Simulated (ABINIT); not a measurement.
**A GW chain in ABINIT: AgBr (Bromargyrite)**

How does a plane-wave GW calculation on AgBr (Bromargyrite) run from the first input to the gap?

Calculated with ABINIT 10.8.3; PBE and many-body steps on it, plane waves.

Report form: the programs' logs are mostly left out.

## 1. Starting point

It takes space group Fm-3m (No. 225, cubic). Conventional cell: a = 5.774 Å, b = 5.774 Å, c = 5.774 Å, α = 90.00°, β = 90.00°, γ = 90.00°. Nearest to Ag lie 6 Br at 2.89 Å. Nearest to Br lie 6 Ag at 2.89 Å. Farther neighbours and most contacts between anions are not listed.

The cell and positions come from the Crystallography Open Database and are kept as given unless a step says otherwise.

## 2. Ground state

This step: ABINIT 10.8.3; DFT, PBE, plane waves, norm-conserving pseudopotentials.

The ground-state density comes first.

run.abi reads:

```
acell 3*1.0 Angstrom
rprim 
  0.000000000000 2.887250000000 2.887250000000
  2.887250000000 0.000000000000 2.887250000000
  2.887250000000 2.887250000000 0.000000000000
ntypat 2
znucl 47 35
natom 2
typat 1 2
xred 
  0.000000000000 0.000000000000 0.000000000000
  0.500000000000 0.500000000000 0.500000000000
pp_dirpath "pseudos"
pseudos "Ag.upf, Br.upf"
ecut 37
ngkpt 6 6 6
nshiftk 1
shiftk 0 0 0
kptopt 1
chksymbreak 0
nband 18
occopt 1
tolvrs 1e-10
nstep 60
prtwf 0
optforces 0
optstress 0
indata_prefix "in"
outdata_prefix "out"
tmpdata_prefix "tmp"
```

Command:

```bash
$ OMP_NUM_THREADS=1 mpirun -n 8 abinit run.abi > log
```

It took 6.1 s on 8 MPI ranks of Arm Neoverse V2, shared host; peak memory 0.6 GiB.

Numbers from this step:

| Quantity | Value |
| --- | --- |
| total energy | -4647.0178 eV |
| gap | 0.6762 eV |
| k of the valence top | 0.5, 0, 0 |
| k of the conduction bottom | 0, 0, 0 |
| least direct gap | 2.544 eV |

The gap is indirect, with the least direct gap 1.87 eV higher.

## 3. Bands along the symmetry lines

Levels along a band path, at the cheap level, show where the edges lie and whether the meshes to come will hold them.

run.abi reads:

```
acell 3*1.0 Angstrom
rprim 
  0.000000000000 2.887250000000 2.887250000000
  2.887250000000 0.000000000000 2.887250000000
  2.887250000000 2.887250000000 0.000000000000
ntypat 2
znucl 47 35
natom 2
typat 1 2
xred 
  0.000000000000 0.000000000000 0.000000000000
  0.500000000000 0.500000000000 0.500000000000
pp_dirpath "pseudos"
pseudos "Ag.upf, Br.upf"
ecut 37
iscf -2
irdden 1
kptopt 0
nkpt 50
kpt 
  0.00000000 0.00000000 0.00000000
  0.06250000 0.00000000 0.06250000
  0.12500000 0.00000000 0.12500000
  0.18750000 0.00000000 0.18750000
  0.25000000 0.00000000 0.25000000
  0.31250000 0.00000000 0.31250000
  0.37500000 0.00000000 0.37500000
  0.43750000 0.00000000 0.43750000
  0.50000000 0.00000000 0.50000000
  0.51562500 0.03125000 0.51562500
  0.53125000 0.06250000 0.53125000
  0.54687500 0.09375000 0.54687500
  0.56250000 0.12500000 0.56250000
  0.57812500 0.15625000 0.57812500
  0.59375000 0.18750000 0.59375000
  0.60937500 0.21875000 0.60937500
  0.62500000 0.25000000 0.62500000
  0.37500000 0.37500000 0.75000000
  0.32812500 0.32812500 0.65625000
  0.28125000 0.28125000 0.56250000
  0.23437500 0.23437500 0.46875000
  0.18750000 0.18750000 0.37500000
  0.14062500 0.14062500 0.28125000
  0.09375000 0.09375000 0.18750000
  0.04687500 0.04687500 0.09375000
  0.00000000 0.00000000 0.00000000
  0.06250000 0.06250000 0.06250000
  0.12500000 0.12500000 0.12500000
  0.18750000 0.18750000 0.18750000
  0.25000000 0.25000000 0.25000000
  0.31250000 0.31250000 0.31250000
  0.37500000 0.37500000 0.37500000
  0.43750000 0.43750000 0.43750000
  0.50000000 0.50000000 0.50000000
  0.50000000 0.46875000 0.53125000
  0.50000000 0.43750000 0.56250000
  0.50000000 0.40625000 0.59375000
  0.50000000 0.37500000 0.62500000
  0.50000000 0.34375000 0.65625000
  0.50000000 0.31250000 0.68750000
  0.50000000 0.28125000 0.71875000
  0.50000000 0.25000000 0.75000000
  0.50000000 0.21875000 0.71875000
  0.50000000 0.18750000 0.68750000
  0.50000000 0.15625000 0.65625000
  0.50000000 0.12500000 0.62500000
  0.50000000 0.09375000 0.59375000
  0.50000000 0.06250000 0.56250000
  0.50000000 0.03125000 0.53125000
  0.50000000 0.00000000 0.50000000
istwfk *1
nband 20
nbdbuf 2
tolwfr 1e-08
nstep 40
prtwf 0
prtvol 0
indata_prefix "in"
outdata_prefix "out"
tmpdata_prefix "tmp"
```

Wall time 8.9 s (8 MPI ranks); peak memory 0.54 GiB.

This step gave:

```yaml
gap: 0.6762 eV
k_of_the_valence_top: 0.5, 0.5, 0.5
k_of_the_conduction_bottom: 0, 0, 0
least_direct_gap: 2.544 eV
```

The gap is 0.676 eV, as in the run before at this level.

Electronic bands along the path, in eV, zero at the top of the highest filled band:

```tsv
point	band 10	band 11	band 12	band 13	band 14	band 15	band 16	band 17
Γ	-2.72	-1.87	-1.87	-1.87	0.68	9.93	9.93	9.93
halfway	-2.64	-1.81	-1.81	-1.60	3.25	6.69	7.86	9.48
X	-2.57	-2.33	-2.33	-2.24	1.64	7.09	9.00	10.97
halfway	-2.34	-2.28	-2.08	-1.93	2.05	7.09	8.75	10.34
U	-2.38	-2.16	-1.97	-1.17	2.98	6.84	8.21	9.15
jump to K	-2.38	-2.16	-1.97	-1.17	2.98	6.84	8.21	9.15
halfway	-2.49	-2.00	-1.74	-0.20	3.75	6.49	7.50	7.83
Γ	-2.72	-1.87	-1.87	-1.87	0.68	9.93	9.93	9.93
halfway	-2.58	-2.25	-0.74	-0.74	2.86	7.17	8.25	8.25
L	-2.43	-2.10	0.00	0.00	3.79	6.49	6.81	6.81
halfway	-2.42	-2.14	-1.17	-0.59	4.48	5.27	7.84	7.90
W	-2.32	-2.23	-2.23	-1.48	3.76	7.15	7.68	7.68
halfway	-2.33	-2.33	-2.27	-1.72	2.47	7.18	8.53	9.07
X	-2.57	-2.33	-2.33	-2.24	1.64	7.09	9.00	10.97
```

## 4. Empty states on the mesh, 4×4×4 mesh, 99 bands

The sums over transitions need many empty states on a uniform mesh; this step solves for them.

run.abi reads:

```
acell 3*1.0 Angstrom
rprim 
  0.000000000000 2.887250000000 2.887250000000
  2.887250000000 0.000000000000 2.887250000000
  2.887250000000 2.887250000000 0.000000000000
ntypat 2
znucl 47 35
natom 2
typat 1 2
xred 
  0.000000000000 0.000000000000 0.000000000000
  0.500000000000 0.500000000000 0.500000000000
pp_dirpath "pseudos"
pseudos "Ag.upf, Br.upf"
ecut 37
ngkpt 4 4 4
nshiftk 1
shiftk 0 0 0
kptopt 1
chksymbreak 0
irdden 1
istwfk *1
nband 99
prtvol 0
optdriver 6
gwr_task "HDIAGO"
paral_kgb 0
occopt 1
indata_prefix "in"
outdata_prefix "out"
tmpdata_prefix "tmp"
```

Run time: 31 s. Hardware: 8 MPI ranks; peak memory 5.7 GiB.

Numbers from this step:

```yaml
gap: 0.6764 eV
k_of_the_valence_top: 0.5, 0, 0
k_of_the_conduction_bottom: 0, 0, 0
least_direct_gap: 2.544 eV
k_points_computed: 8
lowest_point_of_the_top_converged_band_above_the_valence_top: 72.4333 eV
```

On this mesh the gap is 0.676 eV.

## 5. Screening, 4×4×4 mesh, 91 bands, screening to 136.1 eV

The RPA dielectric matrix is built and inverted for each q.

This step: RPA screening on PBE, plane waves, norm-conserving pseudopotentials.

Changes to run.abi since step 4:

```diff
@@ -20,10 +20,11 @@
 chksymbreak 0
-irdden 1
 istwfk *1
-nband 99
-prtvol 0
-optdriver 6
-gwr_task "HDIAGO"
-paral_kgb 0
 occopt 1
+irdwfk 1
+optdriver 3
+nband 91
+ecuteps 5
+inclvkb 2
+awtr 1
+symchi 1
 indata_prefix "in"
```

Run time: 11 s. Hardware: 8 MPI ranks; peak memory 1.4 GiB; 89 s of CPU time.

This step gave:

```yaml
eps_infinity_with_local_fields_on_this_mesh_along_the_program_s_q_direction: 6.731
the_same_without_local_fields: 7.266
plasma_frequency: 27.29 eV
plane_waves_in_the_screening_matrix: 169
```

Local fields lower ε∞ by 7 %. On a Γ-centred mesh this coarse the value itself is usually too large, while a short band sum pulls it down.

## 6. Self-energy, 4×4×4 mesh, 91 bands, screening to 136.1 eV

The self-energy is evaluated for the states that the input lists, and the levels follow from it, in one-shot runs by the linearised quasiparticle equation.

This step: G0W0 on PBE, plane waves, norm-conserving pseudopotentials.

Changes to run.abi since step 5:

```diff
@@ -23,8 +23,17 @@
 irdwfk 1
-optdriver 3
+optdriver 4
 nband 91
+gwcalctyp 0
+ecutsigx 37
+symsigma 1
+nkptgw 2
+kptgw 
+  0.5000000000 0.0000000000 0.0000000000
+  0.0000000000 0.0000000000 0.0000000000
+bdgw 
+  12 15
+  11 17
 ecuteps 5
-inclvkb 2
-awtr 1
-symchi 1
+irdscr 1
+ppmodel 1
 indata_prefix "in"
```

The job ended after 4.2 s (8 MPI ranks; peak memory 1.3 GiB; 33 s of CPU time).

This step gave:

```
G0W0 gap on the points computed              : 1.591 eV
starting gap on the mesh                     : 0.6764 eV
k of the valence top                         : 0.5, 0, 0
k of the conduction bottom                   : 0, 0, 0
Z at the valence top                         : 0.798
Z at the conduction bottom                   : 0.826
least direct G0W0 gap on the computed points : 3.645 eV
```

The gap on the mesh goes from 0.68 eV to 1.59 eV, a correction of +0.91 eV.

Limits: finite bands, cutoff and mesh; d shell near the gap, gap tends to lie low; no spin-orbit coupling; coarse k mesh. v1 is the top filled band, c1 the lowest empty one. The levels before and after the correction (eV, zero at the valence-band top of each column):

```tsv
	conduction bottom	valence top
Kohn-Sham	0.68	0.00
G0W0	1.59	0.00
```

```tsv
	level	energy (eV)
Kohn-Sham	(0.5 0 0) v2-v1	0.000
Kohn-Sham	(0.5 0 0) c1	3.789
Kohn-Sham	(0.5 0 0) c2	6.489
Kohn-Sham	Γ v3-v1	-1.868
Kohn-Sham	Γ c1	0.676
Kohn-Sham	Γ c2-c4	9.932
G0W0	(0.5 0 0) v2-v1	0.000
G0W0	(0.5 0 0) c1	4.517
G0W0	(0.5 0 0) c2	7.936
G0W0	Γ v3-v1	-2.054
G0W0	Γ c1	1.591
G0W0	Γ c2-c4	11.000
```

## 7. Where the time went

Times are wall times on 8 MPI ranks of Arm Neoverse V2, shared host, good to a factor of about two.

```tsv
step	time	share	memory (GiB)
ground state	6.1 s	10 %	0.6
bands along the symmetry lines	8.9 s	15 %	0.54
empty states on the mesh	31 s	50 %	5.7
screening	11 s	18 %	1.4
self-energy	4.2 s	7 %	1.3
```

## 8. Outcome

| Property | Result |
| --- | --- |
| PBE gap | 0.68 eV, indirect |
| G0W0 gap on the mesh | 1.59 eV |
| GW settings | 4×4×4 mesh, 91 bands, screening to 136.1 eV, Godby-Needs plasmon pole |
| known limits | not at the basis limit; d shell near the gap, gap tends to lie low; no spin-orbit coupling; coarse k mesh |

In words: G0W0 moves the gap on the mesh from 0.68 eV to 1.59 eV (+0.91 eV), with Z of 0.80 and 0.83 at the edges. Local fields lower the RPA ε∞ on this mesh from 7.27 to 6.73; a Γ-centred mesh this coarse tends to raise both, most where the direct gap is narrow, while a short band sum lowers them. Only 2 of the mesh's irreducible points were corrected, so a valley elsewhere could overtake. The dearest step here is «empty states on the mesh». Bands and cutoff are finite, so the gap is not at the basis limit. The miss can reach some tenths of an eV and take either sign; the mesh is an error of its own. In the G0W0 run levels were corrected at 2 k points alone, so a gap called «on the mesh» is the least over those, and an edge elsewhere would be missed. The 4×4×4 mesh is coarse for this cell, which bears on the long-range parts of exchange and screening. A d shell, filled or nearly so, lies near the gap. One-shot GW converges very slowly in bands there, not always from below, and on a semilocal start the gap tends to come out low; starts rich in exact exchange can overshoot instead. The many-body steps are scalar-relativistic: spin-orbit coupling is not in them.

[Paths, hosts, dates, memory and timing lines, banners, echoed tables and standing remarks are left out of the program output.]

[Logs are printed without paths, hosts, clocks, repeated set-up lines and the standing remarks that a program may print on its own settings, such as how far it seeks lower states.]

[Runs of the session that timed out or met a known fault of the program may be left out.]

[Hosts, paths, dates, database ids (printed as entryN), source tags and the programs' standing remarks are cut or masked in the printed files.]

[G0W0 gaps are taken among the corrected bands and points alone; a level outside them can change the order at an edge.]

[Where Ansatz stands beside ABINIT at settings called matched, ABINIT's density can come from a denser mesh and the files from another edition; pairs whose starting gaps differed by over 0.03 eV were left out, so agreement reads better than it is.]
